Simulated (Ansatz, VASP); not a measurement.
**One calculation of Si5Se, two programs**

The input INCAR:

```
PREC = Accurate
ENCUT = 520
EDIFF = 1E-7
ISMEAR = 0
SIGMA = 0.1
LREAL = F
LASPH = T
NELM = 60
ALGO = Normal
ISIF = 2
LWAVE = F
LCHARG = T
GGA = PE
LELF = T
LVHAR = T
NBANDS = 22
```

File KPOINTS:

```
regular mesh
0
Gamma
  6 6 4
```

The input POSCAR:

```
Si5Se
1.0
    4.7780597600      0.0000000000      0.0000000000
   -2.3890298800      4.1379211300      0.0000000000
    0.0000000000      0.0000000000      6.0293162300
Si Se
5 1
Direct
    0.3394410600      0.0000000000      0.0000000000
    0.0000000000      0.3394410600      0.0000000000
    0.6605589400      0.6605589400      0.0000000000
    0.3333333300      0.6666666700      0.0000000000
    0.6666666700      0.3333333300      0.0000000000
    0.0000000000      0.0000000000      0.5000000000
```

Input for Ansatz:

```yaml
crystal:
  lattice:
    - [4.77805976, 0.0, 0.0]
    - [-2.38902988, 4.13792113, 0.0]
    - [0.0, 0.0, 6.02931623]
  atoms:
    - { symbol: Si, position: [0.33944106, 0.0, 0.0] }
    - { symbol: Si, position: [0.0, 0.33944106, 0.0] }
    - { symbol: Si, position: [0.66055894, 0.66055894, 0.0] }
    - { symbol: Si, position: [0.33333333, 0.66666667, 0.0] }
    - { symbol: Si, position: [0.66666667, 0.33333333, 0.0] }
    - { symbol: Se, position: [0.0, 0.0, 0.5] }
basis:
  ecutwfc: 420
kpoints:
  mp_grid: { grid: [6, 6, 4] }
hamiltonian:
  xc: pbe
scf:
  occupations: { method: gaussian, width: 0.1 }
  lower_state_search: "off"
output:
  forces: true
  stress: true
  eigenvalues: true
```

Alike in both runs: task single point; functional PBE; k mesh 6 × 6 × 4; occupations gaussian, width 0.1 eV; no spin polarisation.

|  | VASP | Ansatz |
| --- | --- | --- |
| version | VASP 6.6.1 | Ansatz 0.2.0 |
| potentials or method | VASP PAW PBE potentials, release 64 (Si, Se) | scalar-relativistic, plane waves, PAW |
| plane-wave cutoff (eV) | 520 | 420 |
| valence electrons in the cell | 26 | 36 |

VASP gave:

- gap on the k mesh at the Fermi level (eV): none
- rms of the force components (eV/Å): 13.503

What did Ansatz give for the same quantities?

gap on the k mesh at the Fermi level (eV): none; rms of the force components (eV/Å): 13.484.

Atom by atom the forces differ by 0.019 eV/Å (rms over components). A gap of «none» marks a metal or a gap that the smearing closes. The two sets of potentials don't hold the same shells in valence.

Caveats: forces of over 1 eV/Å show positions far from the minimum, so gaps and moduli don't describe the material at rest.
